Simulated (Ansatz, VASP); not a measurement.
## Two plane-wave programs on SrTiO3

Contents of INCAR:

```
SYSTEM = SrTiO3
  PREC = Accurate
  ENCUT = 520
  EDIFF = 1E-6
  ISMEAR = 0
  SIGMA = 0.02
  LREAL = .FALSE.
  LASPH = .TRUE.
  NELM = 80
  ALGO = Normal
  ISIF = 2
  LWAVE = .FALSE.
  LCHARG = .TRUE.
  GGA = PE
  LELF = .TRUE.
  LVHAR = .TRUE.
  NBANDS = 28
```

File KPOINTS:

```
regular mesh
0
G
  8 8 8
  0 0 0
```

File POSCAR:

```
SrTiO3
1.0
    4.0634716980      0.0000000000      0.0000000000
    0.0000000000      4.0634716980      0.0000000000
    0.0000000000      0.0000000000      4.0634716980
Sr Ti O
1 1 3
Direct
    0.5000000000      0.5000000000      0.5000000000
    0.0000000000      0.0000000000      0.0000000000
    0.5000000000      0.0000000000      0.0000000000
    0.0000000000      0.5000000000      0.0000000000
    0.0000000000      0.0000000000      0.5000000000
```

Input for Ansatz:

```yaml
crystal:
  lattice:
    - [4.063471698, 0.0, 0.0]
    - [0.0, 4.063471698, 0.0]
    - [0.0, 0.0, 4.063471698]
  atoms:
    - { symbol: Sr, position: [0.5, 0.5, 0.5] }
    - { symbol: Ti, position: [0.0, 0.0, 0.0] }
    - { symbol: O, position: [0.5, 0.0, 0.0] }
    - { symbol: O, position: [0.0, 0.5, 0.0] }
    - { symbol: O, position: [0.0, 0.0, 0.5] }
basis:
  ecutwfc: 420
kpoints:
  mp_grid: { grid: [8, 8, 8] }
hamiltonian:
  xc: pbe
scf:
  occupations: { method: gaussian, width: 0.02 }
output:
  forces: true
  stress: true
  eigenvalues: true
  write_density: true
  write_potential: true
  elf: true
  volumetric_format: npy
```

Alike in both runs: task single point; functional PBE; k mesh 8 × 8 × 8; occupations gaussian, width 0.02 eV; no spin polarisation.

```csv
,VASP,Ansatz
version,VASP 6.6.1,Ansatz 0.2.0
potentials or method,"VASP PAW PBE potentials, release 64 (Sr_sv, Ti_sv, O)","scalar-relativistic, plane waves, PAW"
plane-wave cutoff (eV),520,420
valence electrons in the cell,40,40
```

Ansatz gave:

| Quantity | Value |
| --- | --- |
| gap on the k mesh at the Fermi level (eV) | 1.65 |
| least direct gap on the mesh (eV) | 2.05 |
| pressure (GPa) | -13.2 |

Q: What did VASP give for the same quantities?

A: gap on the k mesh at the Fermi level (eV): 1.63; least direct gap on the mesh (eV): 2.03; pressure (GPa): -12.7.

A k mesh can miss the band edges. A hybrid or GW would open this gap; PBE tends to underestimate it.
